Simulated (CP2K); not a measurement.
Write the native input for CP2K 2026.2 that does the following.

```yaml
Task: band structure
Functional: PBE
Potentials_or_basis: POTENTIAL_UZH Ta GTH-PBE-q13, N GTH-PBE-q5; TZVP-MOLOPT-PBE-GTH basis
Density_cutoff: 6123 eV
k_mesh: 10 × 10 × 10
Occupations: fermi-dirac, width 0.05 eV
Spin: no spin polarisation
SCF_solver: diagonalisation with k points
Quickstep_method: GPW
EPS_DEFAULT: 1.0E-9
EPS_SCF: 1.0E-6
MAX_SCF: 100
SCF_GUESS: ATOMIC
k_points_reduced_by_the_point_group: yes
Mesh_centred_on_Gamma: yes
CHOLESKY: OFF
EPS_EIGVAL: 1.0E-7
MIXING_METHOD: BROYDEN_MIXING
MIXING_ALPHA: 0.4
NBUFFER: 8
NGRIDS: 5
Basis_sets: Ta TZVP-MOLOPT-PBE-GTH-q13, N TZVP-MOLOPT-PBE-GTH-q5
Potentials: Ta GTH-PBE-q13 of POTENTIAL_UZH, N GTH-PBE-q5 of POTENTIAL_UZH
ADDED_MOS: "[13]"
Points_a_segment_of_the_path_NPOINTS: 6
Bands_added_on_the_path: 6
REL_CUTOFF_Ry: 60 Ry
MIXING_BETA_1/bohr: 1.5 1/bohr
CUTOFF_of_the_grids: 450 Ry
```

TaN:

```xyz
2
Lattice="3.1273 0.0000 0.0000 1.5636 2.7083 0.0000 1.5636 0.9028 2.5534" Properties=species:S:1:pos:R:3 pbc="T T T"
Ta    3.1273    1.8055    1.2767
N     0.0000    0.0000    0.0000
```

The cell comes from a database or a generator and needn't be the stable form of this composition.

The input as run:

tan_bands.inp

```
&GLOBAL
  PROJECT tan_bands
  RUN_TYPE ENERGY_FORCE
  PRINT_LEVEL LOW
&END GLOBAL
&FORCE_EVAL
  METHOD QS
  STRESS_TENSOR ANALYTICAL
  &DFT
    BASIS_SET_FILE_NAME BASIS_MOLOPT_UZH
    POTENTIAL_FILE_NAME POTENTIAL_UZH
    &MGRID
      CUTOFF 450
      REL_CUTOFF 60
      NGRIDS 5
    &END MGRID
    &QS
      METHOD GPW
      EPS_DEFAULT 1.0E-9
    &END QS
    &KPOINTS
      SCHEME MONKHORST-PACK 10 10 10
      GAMMA_CENTERED T
      SYMMETRY T
      SYMMETRY_BACKEND SPGLIB
    &END KPOINTS
    &SCF
      SCF_GUESS ATOMIC
      EPS_SCF 1.0E-6
      MAX_SCF 100
      ADDED_MOS 13
      CHOLESKY OFF
      EPS_EIGVAL 1.0E-7
      &DIAGONALIZATION ON
        ALGORITHM STANDARD
      &END DIAGONALIZATION
      &MIXING ON
        METHOD BROYDEN_MIXING
        ALPHA 0.4
        BETA 1.5
        NBUFFER 8
      &END MIXING
      &SMEAR ON
        METHOD FERMI_DIRAC
        ELECTRONIC_TEMPERATURE [K] 580.226
      &END SMEAR
    &END SCF
    &XC
      &XC_FUNCTIONAL
        &GGA_X_PBE
        &END GGA_X_PBE
        &GGA_C_PBE
        &END GGA_C_PBE
      &END XC_FUNCTIONAL
    &END XC
    &PRINT
      &KPOINTS ON
      &END KPOINTS
      &MULLIKEN ON
      &END MULLIKEN
      &MO ON
        ENERGIES T
        OCCUPATION_NUMBERS T
        &EACH
          QS_SCF 0
        &END EACH
        ADD_LAST NUMERIC
      &END MO
      &BAND_STRUCTURE
        FILE_NAME bands.bs
        ADDED_MOS 6
        &KPOINT_SET
          UNITS B_VECTOR
          NPOINTS 6
          SPECIAL_POINT GAMMA 0.00000000 0.00000000 0.00000000
          SPECIAL_POINT X 0.50000000 0.00000000 0.50000000
          SPECIAL_POINT W 0.50000000 0.25000000 0.75000000
          SPECIAL_POINT K 0.37500000 0.37500000 0.75000000
          SPECIAL_POINT GAMMA 0.00000000 0.00000000 0.00000000
          SPECIAL_POINT L 0.50000000 0.50000000 0.50000000
          SPECIAL_POINT U 0.62500000 0.25000000 0.62500000
          SPECIAL_POINT W 0.50000000 0.25000000 0.75000000
          SPECIAL_POINT L 0.50000000 0.50000000 0.50000000
          SPECIAL_POINT K 0.37500000 0.37500000 0.75000000
        &END KPOINT_SET
        &KPOINT_SET
          UNITS B_VECTOR
          NPOINTS 6
          SPECIAL_POINT U 0.62500000 0.25000000 0.62500000
          SPECIAL_POINT X 0.50000000 0.00000000 0.50000000
        &END KPOINT_SET
      &END BAND_STRUCTURE
    &END PRINT
  &END DFT
  &SUBSYS
    &CELL
      A 3.1272829774 0.0000000000 0.0000000000
      B 1.5636414887 2.7083065032 0.0000000000
      C 1.5636414887 0.9027688344 2.5534158586
      PERIODIC XYZ
    &END CELL
    &COORD
      SCALED
      Ta  0.5000000000 0.5000000000 0.5000000000
      N   0.0000000000 0.0000000000 0.0000000000
    &END COORD
    &KIND Ta
      BASIS_SET TZVP-MOLOPT-PBE-GTH-q13
      POTENTIAL GTH-PBE-q13
    &END KIND
    &KIND N
      BASIS_SET TZVP-MOLOPT-PBE-GTH-q5
      POTENTIAL GTH-PBE-q5
    &END KIND
    &PRINT
      &ATOMIC_COORDINATES ON
      &END ATOMIC_COORDINATES
      &CELL ON
      &END CELL
    &END PRINT
  &END SUBSYS
  &PRINT
    &FORCES ON
    &END FORCES
    &STRESS_TENSOR ON
    &END STRESS_TENSOR
  &END PRINT
&END FORCE_EVAL
```

Potentials or basis: POTENTIAL_UZH Ta GTH-PBE-q13, N GTH-PBE-q5; TZVP-MOLOPT-PBE-GTH basis.

Launch:

```sh
$ OMP_NUM_THREADS=2 cp2k.psmp -i tan_bands.inp -o tan_bands.out
```

It gave:

```yaml
Pressure: -5.8 GPa
Band_gap_on_the_k_mesh: none (metal or under the smearing width)
Mulliken_charges: Ta +1.39; N -1.39 e
```

Caveat: Mulliken charges move with the basis; spin-orbit coupling is left out, which moves the levels of the heavy elements; the basis of atomic orbitals isn't converged, which shifts pressures, moduli and gaps.

It took 63 s on 2 threads of Arm Neoverse V1, with other jobs on the host, peak memory 0.31 GiB.
